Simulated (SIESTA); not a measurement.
## Co in SIESTA: the effect of fixed moment

Crystal: Co.

```
Co
1.0
     2.48736    0.00000    0.00000
    -1.24368    2.15412    0.00000
     0.00000    0.00000    4.06329
Co
2
Direct
  0.33333 0.66667 0.74014
  0.66667 0.33333 0.25986
```

Alike in all runs:

* Program: SIESTA 5.4.2
* Task: single point
* Functional: PBE
* Potentials or basis: PseudoDojo 0.4 standard (PBE files)
* Basis: DZP (energy shift 0.003 Ry; two zetas on semicore shells)
* Grid cutoff: 800 Ry
* Energy shift: 0.003 Ry
* k mesh: 12 × 12 × 7
* Occupations: fermi-dirac, width 0.05 eV
* Spin: collinear spin, ferromagnetic start
* Starting moments: [2.0, 2.0] μB

Q: One run gave: energy over the lowest run 213.3 meV/atom; pressure -10.3 GPa; largest force 0.65 eV/Å. Which fixed moment did it use?
A. 4
B. 1
C. 2
D. 5
E. 3

A: B.

```tsv
fixed moment	energy over the lowest run (meV/atom)	pressure (GPa)	largest force (eV/Å)
1	213.3	-10.3	0.65
2	121.6	-7.2	0.71
3	0.0	-1.8	0.61
4	107.7	8.0	0.63
5	679.9	22.9	1.06
```

Caveats: short orbitals over semicore shells can move pressures by several GPa; the basis of atomic orbitals isn't converged, which shifts pressures, moduli and gaps; the total moment is fixed, so each spin has its own Fermi level; the moment is held away from its start (some runs); forces of over 1 eV/Å show positions far from the minimum, so gaps and moduli don't describe the material at rest (some runs).
